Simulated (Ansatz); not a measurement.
# WSe2: shifting one sublattice

This session takes WSe2 and sets out to measure how stiffly every Se atom is held.

Method: DFT r2SCAN, scalar-relativistic, plane waves, PAW, in Ansatz 0.2.0.

**1. The starting structure**

It takes space group P-6m2 (No. 187, hexagonal). The conventional cell has a = 3.318 Å, b = 3.318 Å, c = 16.658 Å, α = 90.00°, β = 90.00°, γ = 120.00°. W (site symmetry -6m2) has 6 Se at 2.54 Å as nearest neighbours. Se (site symmetry 3m) has 3 W at 2.54 Å as nearest neighbours.

Coordinates:

```
CELL_PARAMETERS angstrom
3.31794 0.00000 0.00000
-1.65897 2.87342 0.00000
0.00000 0.00000 16.65814
ATOMIC_POSITIONS crystal
W 0.00000 0.00000 0.00000
Se 0.33333 0.66667 0.09979
Se 0.33333 0.66667 0.90021
```

It goes back to an entry of the Materials Project, which need not be the stable form.

The cell is taken as given, not relaxed at this level.

**2. Setting up shifting one sublattice**

Every Se atom is moved by x along the Cartesian unit vector (0.707, -0.707, 0.000); the cell and all other atoms stay fixed. Forces below are components along that vector, summed over the moved atoms.

**3. x = -0.300 Å**

Input file input.yaml:

```yaml
crystal:
  lattice:
    - [3.3179375931, 0.0, 0.0]
    - [-1.6589687966, 2.8734182438, 0.0]
    - [0.0, 0.0, 16.65814242]
  atoms:
    - { symbol: W, position: [0.0, 0.0, 0.0] }
    - { symbol: Se, position: [0.3063112617, 0.7404923392, 0.09978652] }
    - { symbol: Se, position: [0.3063112617, 0.7404923392, 0.90021348] }
basis:
  ecutwfc: 500
kpoints:
  mp_grid: { grid: [12, 12, 2] }
hamiltonian:
  xc: r2scan
scf:
  occupations: { method: gaussian, width: 0.05 }
output:
  forces: true
  stress: true
  eigenvalues: true
```

Run with:

```sh
ansatz run input.yaml --threads 1 --pin off --max-ram 2560MiB --backend cpu --events-out ev --progress --plain --runs-dir out
```

**4. Point x = 0.225 Å**

input.yaml, as its differences from that of step 3:

```diff
@@ -7,4 +7,4 @@
     - { symbol: W, position: [0.0, 0.0, 0.0] }
-    - { symbol: Se, position: [0.3063112617, 0.7404923392, 0.09978652] }
-    - { symbol: Se, position: [0.3063112617, 0.7404923392, 0.90021348] }
+    - { symbol: Se, position: [0.353599887, 0.6112974123, 0.09978652] }
+    - { symbol: Se, position: [0.353599887, 0.6112974123, 0.90021348] }
 basis:
```

**5. Point x = -0.150 Å**

input.yaml, as its differences from that of step 4:

```diff
@@ -7,4 +7,4 @@
     - { symbol: W, position: [0.0, 0.0, 0.0] }
-    - { symbol: Se, position: [0.353599887, 0.6112974123, 0.09978652] }
-    - { symbol: Se, position: [0.353599887, 0.6112974123, 0.90021348] }
+    - { symbol: Se, position: [0.3198222975, 0.7035795029, 0.09978652] }
+    - { symbol: Se, position: [0.3198222975, 0.7035795029, 0.90021348] }
 basis:
```

**6. At x = 0.075 Å**

input.yaml, as its differences from that of step 5:

```diff
@@ -7,4 +7,4 @@
     - { symbol: W, position: [0.0, 0.0, 0.0] }
-    - { symbol: Se, position: [0.3198222975, 0.7035795029, 0.09978652] }
-    - { symbol: Se, position: [0.3198222975, 0.7035795029, 0.90021348] }
+    - { symbol: Se, position: [0.3400888512, 0.6482102485, 0.09978652] }
+    - { symbol: Se, position: [0.3400888512, 0.6482102485, 0.90021348] }
 basis:
```

**7. Point x = 0.300 Å**

input.yaml, as its differences from that of step 6:

```diff
@@ -7,4 +7,4 @@
     - { symbol: W, position: [0.0, 0.0, 0.0] }
-    - { symbol: Se, position: [0.3400888512, 0.6482102485, 0.09978652] }
-    - { symbol: Se, position: [0.3400888512, 0.6482102485, 0.90021348] }
+    - { symbol: Se, position: [0.3603554049, 0.5928409941, 0.09978652] }
+    - { symbol: Se, position: [0.3603554049, 0.5928409941, 0.90021348] }
 basis:
```

**8. x = -0.225 Å**

input.yaml, as its differences from that of step 7:

```diff
@@ -7,4 +7,4 @@
     - { symbol: W, position: [0.0, 0.0, 0.0] }
-    - { symbol: Se, position: [0.3603554049, 0.5928409941, 0.09978652] }
-    - { symbol: Se, position: [0.3603554049, 0.5928409941, 0.90021348] }
+    - { symbol: Se, position: [0.3130667796, 0.7220359211, 0.09978652] }
+    - { symbol: Se, position: [0.3130667796, 0.7220359211, 0.90021348] }
 basis:
```

(Steps that only read results are left out.)

Before running it: what results should come out?

The runs gave:

```
                                                        quantity                                       value
force constant along x, from the points at -0.150, 0 and 0.075 Å  18.80 eV/Å² for the 2 moved atoms together
```

The restoring force grows by 18.80 eV/Å per Å near the site for the 2 atoms together, 9.40 on average. The step of 0.15 Å is wide, so anharmonic terms mix in. The undisturbed cell stays the lowest of the sampled points. The gap on the mesh stays between 1.30 and 1.64 eV. These runs have no spin-orbit coupling; with W it would split and shift bands. The cell holds empty space of several Å, a single layer or slab in vacuum, so volume, pressure and the long edge depend on that space.
